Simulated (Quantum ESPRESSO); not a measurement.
P under changes of volume

One of the cells (132.548 Å³/atom); the others are scaled copies at fixed shape and fractional positions:

```
CELL_PARAMETERS angstrom
3.28373 0.00000 0.00000
0.00000 34.85703 0.00000
0.00000 0.00000 4.63208
ATOMIC_POSITIONS crystal
P 0.50000 0.97026 0.90785
P 0.50000 0.02974 0.09215
P 0.00000 0.02974 0.40785
P 0.00000 0.97026 0.59215
```

The slab is cut from a database's or a generator's crystal, which needn't be the stable form of the element.

| Item | Value |
| --- | --- |
| Program | Quantum ESPRESSO 7.5 |
| Functional | PBEsol |
| Potentials or basis | GBRV 1.5 PBEsol |
| Cutoff | 612 eV |
| Density cutoff | 4898 eV |
| k mesh | 8 × 1 × 6 |
| Occupations | fermi-dirac, width 0.05 eV |
| Spin | no spin polarisation |

```tsv
volume (Å³/atom)	energy over the lowest point (meV/atom)	gap on the mesh (eV)
124.595	17.72	0.83
127.246	?	?
129.897	1.52	0.87
132.548	0.00	0.88
135.199	2.28	0.90
137.850	7.96	0.91
140.501	16.69	0.92
```

Task: What does the run at 127.246 Å³/atom give?

Result: Energy over the lowest point 7.26 meV/atom; gap on the mesh 0.86 eV.

Worked out: A Birch-Murnaghan fit of order 3 (a polynomial in V^(-2/3)) to the other rows has its minimum at 132.24 Å³/atom with B0 = V·E''(V) = 11.6 GPa and B' = 4.4 at fixed shape and positions, which overstates the stiffness. It gives 7.26 meV/atom at 127.246 Å³/atom, against the run's 7.26. A straight line through the other rows of the gap, of slope 0.751 eV per unit of ln V, gives 0.85 eV, against the run's 0.86.

Energies are extrapolated to zero smearing.

A mesh can miss the band edges.
